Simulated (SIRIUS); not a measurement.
Wanted: the native input for a SIRIUS 7.10.0 run.

* Task: single point
* Functional: PBEsol
* Potentials or basis: PseudoDojo 0.4.1 PBEsol standard (scalar relativistic)
* Cutoff: 1152 eV
* Density cutoff: 4606 eV
* k mesh: 12 × 12 × 12
* Occupations: fermi-dirac, width 0.05 eV
* Spin: no spin polarisation
* Libxc names: ["XC_GGA_X_PBE_SOL", "XC_GGA_C_PBE_SOL"]
* Energy tol: 1e-08 Ha
* Density tol: 1e-06
* Mixer: anderson
* Mixing beta: 0.7
* Max scf: 100
* Radial cutoff for the potentials' integrals: 6.5 bohr

Crystal: Pt.

```xyz
1
Lattice="-1.5842 1.5842 1.5842 1.5842 -1.5842 1.5842 1.5842 1.5842 -1.5842" Properties=species:S:1:pos:R:3 pbc="T T T"
Pt    0.0000    0.0000    0.0000
```

This isn't the form of Pt at room conditions, which is fcc.

The input as run:

sirius.json

```json
{
  "control": {
    "processing_unit": "cpu",
    "verbosity": 2,
    "num_bands_to_print": 16,
    "print_forces": true,
    "print_stress": true
  },
  "parameters": {
    "electronic_structure_method": "pseudopotential",
    "xc_functionals": ["XC_GGA_X_PBE_SOL", "XC_GGA_C_PBE_SOL"],
    "gk_cutoff": 9.2,
    "pw_cutoff": 18.4,
    "ngridk": [12, 12, 12],
    "shiftk": [0, 0, 0],
    "smearing": "fermi_dirac",
    "smearing_width": 0.0018374661,
    "num_bands": 16,
    "num_mag_dims": 0,
    "num_dft_iter": 100,
    "energy_tol": 1e-08,
    "density_tol": 1e-06
  },
  "iterative_solver": {
    "type": "davidson",
    "min_tolerance": 1e-09,
    "tolerance_scale": [0.1, 0.25]
  },
  "mixer": {
    "type": "anderson",
    "beta": 0.7,
    "max_history": 8
  },
  "settings": {
    "tol_ne": 1e-10,
    "pseudo_grid_cutoff": 6.5
  },
  "unit_cell": {
    "lattice_vectors": [
      [-2.993741921155, 2.993741921155, 2.993741921155],
      [2.993741921155, -2.993741921155, 2.993741921155],
      [2.993741921155, 2.993741921155, -2.993741921155]
    ],
    "atom_coordinate_units": "lattice",
    "atom_types": ["Pt"],
    "atom_files": {
      "Pt": "Pt.json"
    },
    "atoms": {
      "Pt": [
        [0.0, 0.0, 0.0]
      ]
    }
  }
}
```

Potentials or basis: PseudoDojo 0.4.1 PBEsol standard (scalar relativistic).

The run is started by

```console
$ upf_to_json Pt.upf
$ OMP_NUM_THREADS=1 sirius.scf --input=sirius.json --output=out.json --task=0
```

It gave:

The pressure is -11.7 GPa and the band gap on the k mesh is none (metal or under the smearing width).

Run time: 30 s on 1 thread of Arm Neoverse V2 (shared host), peak memory 0.34 GiB.
